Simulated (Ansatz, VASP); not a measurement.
Given: the input of a run of Ansatz 0.2.0 on CdTe.

File input.yaml:

```yaml
crystal:
  lattice:
    - [0.0, 3.205, 3.205]
    - [3.205, 0.0, 3.205]
    - [3.205, 3.205, 0.0]
  atoms:
    - { symbol: Te, position: [0.75, 0.75, 0.75] }
    - { symbol: Cd, position: [0.0, 0.0, 0.0] }
hamiltonian:
  xc: pbesol
  pseudopotentials: { kind: paw }
  dispersion: d3bj
kpoints:
  mp_grid: { grid: [7, 7, 7] }
scf:
  occupations: { method: fermi_dirac, width: 0.05 }
output:
  forces: true
  stress: true
relax:
  f_tol: 0.01
  max_steps: 40
  cell: { stress_tol: 0.05 }
```

Potentials or basis: Ansatz PAW.

Launch:

```bash
$ ansatz run input.yaml --threads 2 --pin off --max-ram 5632MiB --backend cpu --events-out ev --progress --plain --runs-dir out
```

**Question.** Set up the same calculation for VASP 6.6.1. Potentials there: VASP PAW PBE potentials, release 64 (Te, Cd).

**Answer.** As run (the cutoff follows the program's own potentials):

File INCAR:

```
PREC = Accurate
ENCUT = 600
EDIFF = 1E-6
ISMEAR = -1
SIGMA = 0.05
LREAL = False
LASPH = True
NELM = 80
ALGO = Normal
ISIF = 3
LWAVE = False
LCHARG = False
GGA = PS
IVDW = 12
IBRION = 2
NSW = 60
EDIFFG = -0.01
```

The input KPOINTS:

```
regular mesh
0
Gamma
  7 7 7
```

File POSCAR:

```
CdTe
1.0
    0.0000000000      3.2050000000      3.2050000000
    3.2050000000      0.0000000000      3.2050000000
    3.2050000000      3.2050000000      0.0000000000
Te Cd
1 1
Direct
    0.7500000000      0.7500000000      0.7500000000
    0.0000000000      0.0000000000      0.0000000000
```

Potentials or basis: VASP PAW PBE potentials, release 64 (Te, Cd).

Command:

```console
$ cat potpaw_PBE.64/Te/POTCAR potpaw_PBE.64/Cd/POTCAR > POTCAR
$ mpirun -np 1 vasp_std > vasp.out
```

Both were run:

|  | VASP | Ansatz | Ansatz less VASP |
| --- | --- | --- | --- |
| relaxed volume (Å³/atom) | 33.05 | 32.92 | -0.128 |
| relaxed cell length with the largest relative difference (Å) | 4.538 | 4.533 | -0.0059 |

The two sets of potentials don't hold the same shells in valence.

Caveats: spin-orbit coupling is left out, which moves the levels of the heavy elements; the PAW data sets were made with another functional, which shifts forces and pressure a little (VASP); odd divisions of the mesh miss points on the zone boundary, where band edges often lie, so the gap on the mesh can be too wide (Ansatz); the PAW data sets come from PBE, with cores solved anew for the run's functional, which leaves a small shift of forces and pressure (Ansatz). A hybrid or GW would open this gap; PBEsol tends to underestimate it. Zero-point motion and thermal expansion aren't in these numbers.
